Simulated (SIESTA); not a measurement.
Set up this calculation in SIESTA 5.4.2, as the native input.

```yaml
Task: single point
Functional: PBE
Potentials_or_basis: PseudoDojo 0.4 standard (PBE files)
Basis: DZP (energy shift 0.003 Ry; two zetas on semicore shells)
Grid_cutoff: 800 Ry
Energy_shift: 0.003 Ry
k_mesh: 10 × 10 × 10
Occupations: fermi-dirac, width 0.05 eV
Spin: no spin polarisation
```

The system is Cd.

```
Cd
1.0
     0.00000    2.21815    2.21815
     2.21815    0.00000    2.21815
     2.21815    2.21815    0.00000
Cd
1
Direct
  0.00000 0.00000 0.00000
```

This isn't the form of Cd at room conditions, which is hcp.

These files were run (other wordings do the same):

Cd.fdf

```
SystemName                      Cd
SystemLabel                     Cd
NumberOfSpecies                 1
NumberOfAtoms                   1
%block ChemicalSpeciesLabel
  1  48 Cd
%endblock ChemicalSpeciesLabel

LatticeConstant                 1.0 Ang
%block LatticeVectors
     0.0000000000     2.2181497500     2.2181497500
     2.2181497500     0.0000000000     2.2181497500
     2.2181497500     2.2181497500     0.0000000000
%endblock LatticeVectors
AtomicCoordinatesFormat         Fractional
%block AtomicCoordinatesAndAtomicSpecies
     0.0000000000     0.0000000000     0.0000000000  1  Cd
%endblock AtomicCoordinatesAndAtomicSpecies

%block kgrid.MonkhorstPack
   10   0   0  0.0
    0  10   0  0.0
    0   0  10  0.0
%endblock kgrid.MonkhorstPack
XC.Functional                   GGA
XC.Authors                      PBE
PAO.BasisSize                   DZP
PAO.EnergyShift                 0.003 Ry
Mesh.Cutoff                     800 Ry
OccupationFunction              FD
ElectronicTemperature           0.05 eV
MaxSCFIterations                120
SCF.MustConverge                false
SCF.Mixer.Method                Pulay
SCF.Mixer.Weight                0.25
SCF.Mixer.History               8
SCF.DM.Tolerance                5.0e-05
SCF.H.Tolerance                 1.0e-03 eV
WriteForces                     true
Charge.Mulliken                 end
Charge.Hirshfeld                end
Charge.Voronoi                  end
SaveRho                         true
SaveElectrostaticPotential      true
%block PAO.Basis
  Cd 5
  n=4 0 2
    2.625 0.000
  n=5 0 2
    7.565 0.000
  n=4 1 2
    2.973 0.000
  n=5 1 1
    7.565
  n=4 2 2
    4.575 0.000
%endblock PAO.Basis
```

Potentials or basis: PseudoDojo 0.4 standard (PBE files), DZP (energy shift 0.003 Ry; two zetas on semicore shells).

Command:

```sh
$ siesta < Cd.fdf > Cd.out 2>&1
```

Results of the run:

* Pressure: 1.8 GPa
* Band gap on the k mesh: none (metal or under the smearing width)

Caveat: the basis of atomic orbitals isn't converged, which shifts pressures, moduli and gaps.

It took 16 s on 1 thread of Arm Neoverse V1 (shared host), peak memory 0.2 GiB.
